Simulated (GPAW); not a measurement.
# FePt (Tetraferroplatinum) (P1) in GPAW: single point with PBE

Aim: the single point of FePt (Tetraferroplatinum) with PBE.

Everything below comes from runs of GPAW 26.7.0. Logs are shortened: lines on timing, memory, paths and dates and some standing lists are left out, and cuts for length are marked. The log counts tension as positive stress, the text compression.

## 1. The cell of the first run

The typed cell holds 2 atoms: a = 2.724 Å, b = 2.724 Å, c = 3.720 Å, α = 90.00°, β = 90.00°, γ = 90.00°.

## 2. Single point, PBE, collinear spin, ferromagnetic start (atoms moved at random, drawn with an rms of 0.05 Å)

run.py reads:

```python
from ase.dft.bandgap import bandgap
from ase.io import read, write
from ase.units import GPa
from gpaw import GPAW, PW

atoms = read('POSCAR')
atoms.set_initial_magnetic_moments([0.0, 3.0])

calc = GPAW(mode=PW(600),
            xc='PBE',
            kpts={'size': (10, 10, 7), 'gamma': True},
            occupations={'name': 'fermi-dirac', 'width': 0.05},
            nbands=24,
            convergence={'density': 1e-05, 'energy': 1e-05},
            maxiter=150,
            txt='gpaw.txt')
atoms.calc = calc
energy = atoms.get_potential_energy()
forces = atoms.get_forces()
stress = atoms.get_stress()
calc.write('gs.gpw')
write('result.traj', atoms)
print(f'Energy: {energy:.6f} eV')
print('Forces (eV/A):')
print(forces.round(4))
print('Stress (GPa):', (stress / GPa).round(3))
print('Moments:', calc.get_magnetic_moments().round(3))
print('Fermi level:', round(calc.get_fermi_level(), 4), 'eV')
print(f'Gap: {bandgap(calc)[0]:.4f} eV, direct: {bandgap(calc, direct=True)[0]:.4f} eV')
```

POSCAR reads:

```
FePt
1.0
    2.7235000000      0.0000000000      0.0000000000
    0.0000000000      2.7235000000      0.0000000000
    0.0000000000      0.0000000000      3.7200000000
Pt Fe
1 1
Direct
    0.4965890000      0.4972740000      0.5021890000
   -0.0087830000      0.0190000000      0.0115830000
```

Potentials or basis: GPAW PAW data sets (gpaw-data 1.2.1), pw.

On the command line:

```sh
> OMP_NUM_THREADS=1 python run.py
```

gpaw.txt:

```text
__  _  _
 | _ |_)|_||  |
 |__||  | ||/\| - 26.7.0

Input parameters:
  mode=PW(ecut=600.0),
  convergence={'density': 1e-05, 'energy': 1e-05},
  kpts=MonkhorstPack(size=(10, 10, 7), gamma=True),
  maxiter=150,
  nbands=24,
  occupations=Occupations(name='fermi-dirac', width=0.05),
  xc=XC(name='PBE')

Diagonalizing LCAO Hamiltonian
Converting LCAO to pw mode
   .------.
  /|      |
 * |      |
 | | Pt   |
 | |      |
 | .------.
 |/      /
 *------Fe

Atoms  # Å, Bohr magnetons
|   | symbol |         x |        y |        z |    initial magnetic moments |
|---|--------|-----------|----------|----------|-----------------------------|
| 0 |     Pt |  1.352460 | 1.354326 | 1.868143 | ( 0.0000,  0.0000,  0.0000) |
| 1 |     Fe | -0.023921 | 0.051747 | 0.043089 | ( 0.0000,  0.0000,  3.0000) |

Unit cell  # Å
| periodic |        x |        y |        z |  lengths |    angles |
|----------|----------|----------|----------|----------|-----------|
|      yes | 2.723500 | 0.000000 | 0.000000 | 2.723500 | 90.000000 |
|      yes | 0.000000 | 2.723500 | 0.000000 | 2.723500 | 90.000000 |
|      yes | 0.000000 | 0.000000 | 3.720000 | 3.720000 | 90.000000 |

Number of symmetries: 1
Symmetry operations  # r_c * U_cc + t_c -> r_c
|   | kind |            matrix            |
|---|------|------------------------------|
| 0 |  E   |  1, 0, 0,  0, 1, 0,  0, 0, 1 |

BZ-sampling:
  Number of BZ points: 700
  Number of IBZ points: 352

  Monkhorst-Pack size: [10, 10, 7]
  Monkhorst-Pack shift: [0.05, 0.05, 0.0]

K-points  # in reciprocal-cell coordinates
|     |                                coordinates |     weight |
|-----|--------------------------------------------|------------|
|   0 | (  0.00000000,   0.00000000,   0.00000000) | 0.00142857 |
|   1 | (  0.00000000,   0.00000000,   0.14285714) | 0.00285714 |
|   2 | (  0.00000000,   0.00000000,   0.28571429) | 0.00285714 |
|   3 | (  0.00000000,   0.00000000,   0.42857143) | 0.00285714 |
|   4 | (  0.00000000,   0.10000000,  -0.42857143) | 0.00285714 |
|   5 | (  0.00000000,   0.10000000,  -0.28571429) | 0.00285714 |
|   6 | (  0.00000000,   0.10000000,  -0.14285714) | 0.00285714 |
|   7 | (  0.00000000,   0.10000000,   0.00000000) | 0.00285714 |
|   8 | (  0.00000000,   0.10000000,   0.14285714) | 0.00285714 |
|   9 | (  0.00000000,   0.10000000,   0.28571429) | 0.00285714 |
| ... |                                            |            |
| 351 | (  0.50000000,   0.50000000,   0.42857143) | 0.00285714 |

Plane wave coefficients: 936
Cutoff: 600.0 eV

Spin-components: 2 (collinear spins)
Bands:           24
Projectors:      12
Spin-degeneracy: 1
Datatype:        complex128

Parallelization:
  kpt:    1
  domain: 1
  band:   1

Density:
  Valence electrons: 24.0
  Components: 2
  Grid points: [16 16 24]
  Charge: 0.0  # |e|

Potential:
  Grid points: [16 16 24]

species:
  Pt:
    name:    Platinum
    Z:       78.0
    valence: 16
    core:    62
    charge:  0.0  # [|e|]
    compensation charges:
      type: gauss
      rc: 0.41  # [Å]
      lmax: 2
    cutoffs:
      filter: 2.26  # [Å]
      core: 2.26  # [Å]
    projectors
    | kind |    occ | energy [eV] | rcut [Å] |
    |------|--------|-------------|----------|
    |   6s |  1.000 |      -5.628 |    1.307 |
    |   5p |  6.000 |     -56.051 |    1.371 |
    |   6p |  0.000 |      -0.845 |    1.371 |
    |   5d |  9.000 |      -6.153 |    1.307 |
    |    s |        |      21.583 |    1.307 |
    |    d |        |      21.058 |    1.307 |

    Using partial waves for Pt as LCAO basis

  Fe:
    name:    Iron
    Z:       26.0
    valence: 8
    core:    18
    charge:  0.0  # [|e|]
    compensation charges:
      type: gauss
      rc: 0.33  # [Å]
      lmax: 2
    cutoffs:
      filter: 2.06  # [Å]
      core: 2.67  # [Å]
    projectors
    | kind |    occ | energy [eV] | rcut [Å] |
    |------|--------|-------------|----------|
    |   4s |  2.000 |      -5.291 |    1.164 |
    |   4p |  0.000 |      -1.326 |    1.058 |
    |   3d |  6.000 |      -7.505 |    1.058 |
    |    s |        |      21.920 |    1.164 |
    |    p |        |      25.885 |    1.058 |
    |    d |        |      19.706 |    1.058 |

    Using partial waves for Fe as LCAO basis

Reference energy: -534994.817367  # eV

eigensolver:
  PPCG
  Converge bands: occupied
  niter=2

density mixing:
  MSR1-Mixer
  Pratt-step length: 0.05
  Maximum mixing coefficient: 0.75
  Old densities: 10
  SVD Regularization: 0.005
  Good broyden scale: 1.0
  Trust region scale: 1.0
  Backstep threshold: 4.0
  History deletion threshold: 6.0
  Fourier metric: weight=20.0, sigma=0.015

occupation numbers:
  Fermi-Dirac:
    width: 0.0500  # eV

poisson solver:
  ecut: 4800.0  # eV

xc functional:
  name: PBE with 2 nearest neighbor stencil

convergence criteria:
- Maximum integral of absolute [dens]ity change: 1e-05 electrons / valence electron
- Maximum [total energy] change in last 3 cyles: 1e-05 eV / valence electron
- Maximum integral of absolute [eigenst]ate change: 4e-08 eV^2 / valence electron
maximum number of iterations: 150

SCF iterations
|iter     | |      energy | eigst |  dens |  magmom |
|---------|-|-------------|-------|-------|---------|
|iter:   1| |  -18.278591 | +0.18 |       |  +3.0029|
|iter:   2| |  -16.360063 | -1.96 | -0.64 |  +2.9358|
|iter:   3| |  -16.079536 | -2.94 | -1.05 |  +2.9382|
|iter:   4| |  -15.876052 | -2.56 | -1.16 |  +2.9725|
|iter:   5| |  -15.857745 | -2.97 | -1.34 |  +3.0227|
|iter:   6| |  -15.866663 | -3.43 | -1.51 |  +3.0834|
|iter:   7| |  -15.888377 | -3.04 | -1.67 |  +3.1894|
|iter:   8| |  -15.893741 | -3.72 | -2.04 |  +3.2496|
|iter:   9| |  -15.894294 | -5.08 | -2.41 |  +3.2604|
|iter:  10| |  -15.894159 | -5.20 | -2.55 |  +3.2725|
|iter:  11| |  -15.894126c| -6.26 | -3.08 |  +3.2764|
|iter:  12| |  -15.894119c| -6.57 | -3.45 |  +3.2790|
|iter:  13| |  -15.894118c| -8.09c| -4.21 |  +3.2793|
|iter:  14| |  -15.894118c| -7.88c| -4.62 |  +3.2794|
|iter:  15| |  -15.894118c| -8.52c| -5.16c|  +3.2794|

Converged in 15 steps
Energy contributions relative to reference atoms: (reference = -534994.817367)

Energy contributions:
  Kinetic:           5.122951
  Coulomb:          -5.541603
  Zero:             -0.452286
  External:          0.000000
  Xc:              -15.017700
  Entropy:          -0.010958
  Spinorbit:         0.000000
  ----------------------------
  Free energy:     -15.899597
  Extrapolated:    -15.894118

dipole moment: (6.418437, -6.246062, -8.596090)  # |e|*Ang

Total magnetic moment: (0.000000, 0.000000, 3.279397)

Local magnetic moments
|        x |        y |        z |
|----------|----------|----------|
| 0.000000 | 0.000000 | 0.381505 |  # Pt   0
| 0.000000 | 0.000000 | 2.888166 |  # Fe   1

Fermi level: 10.996
Eigenvalues  # (at kpt = [0.000, 0.000, 0.000])
| band index |      eig [eV] | occ [0-1] |      eig [eV] | occ [0-1] |
|------------|---------------|-----------|---------------|-----------|
|          0 |       -42.019 |     1.000 |       -41.709 |     1.000 |
|        ... |               |           |               |           |
|          4 |         4.613 |     1.000 |         5.190 |     1.000 |
|          5 |         4.815 |     1.000 |         5.219 |     1.000 |
|          6 |         7.516 |     1.000 |         8.579 |     1.000 |
|          7 |         7.534 |     1.000 |         8.596 |     1.000 |
|          8 |         8.053 |     1.000 |        10.176 |     1.000 |
|          9 |         8.857 |     1.000 |        10.179 |     1.000 |
[... 8 lines left out ...]
|         18 |        28.529 |     0.000 |        28.313 |     0.000 |
|         19 |        29.664 |     0.000 |        30.359 |     0.000 |
|        ... |               |           |               |           |
|         23 |        33.795 |     0.000 |        34.010 |     0.000 |

No gap
No difference between direct/indirect transitions

Forces  # eV/Ang
|        x |        y |        z |
|----------|----------|----------|
| -0.06496 |  0.26182 |  0.32757 |  # Pt   0
|  0.06500 | -0.26182 | -0.32760 |  # Fe   1

Stress tensor  # eV/Ang^3
|         x |         y |         z |
|-----------|-----------|-----------|
| -0.025129 |  0.000327 |  0.000567 |
|  0.000327 | -0.024818 | -0.002279 |
|  0.000567 | -0.002279 | -0.031093 |

# Writing to gs.gpw (mode='')
```

stdout:

```text
Energy: -15.894118 eV
Forces (eV/A):
[[-0.065   0.2618  0.3276]
 [ 0.065  -0.2618 -0.3276]]
Stress (GPa): [-4.026 -3.976 -4.982 -0.365  0.091  0.052]
Moments: [0.382 2.888]
Fermi level: 10.9955 eV
Gap: 0.0000 eV, direct: 0.0000 eV
```

Wall time 5.5 min (1 thread of Arm Neoverse V1, shared host); peak memory 0.48 GiB.

What came out:

* Free energy: -15.8996 eV
* Pressure: 4.3 GPa
* Largest force: 0.424 eV/Å
* Band gap on the k mesh: none (metal or under the smearing width)
* Net moment: 3.28 μB per cell
* Site moments: Pt +0.38; Fe +2.89 μB

Forces in eV/Å, atoms in the order of the input:
```
Pt  -0.065  0.262  0.328
Fe   0.065 -0.262 -0.328
```

Levels at points of the mesh, in eV from the Fermi level:
Spin up:
```csv
k point,band 12,band 13,band 14,band 15,band 16,band 17
"(0.00, 0.00, 0.00)",-0.57,-0.43,-0.41,2.24,9.73,11.67
"(0.00, 0.50, 0.00)",-2.18,-1.61,0.13,1.98,10.43,10.59
"(0.50, 0.00, 0.00)",-2.12,-1.65,0.14,1.97,10.47,10.60
"(0.50, 0.50, 0.00)",-0.48,0.47,1.56,1.58,7.66,9.86
```
Spin down:
```csv
k point,band 9,band 10,band 11,band 12,band 13,band 14
"(0.00, 0.00, 0.00)",-0.82,-0.82,0.57,1.67,1.69,1.71
"(0.00, 0.50, 0.00)",-1.46,-1.17,-0.89,0.55,0.74,2.26
"(0.50, 0.00, 0.00)",-1.53,-1.09,-0.88,0.56,0.73,2.31
"(0.50, 0.50, 0.00)",1.14,1.53,1.73,1.75,1.76,1.76
```
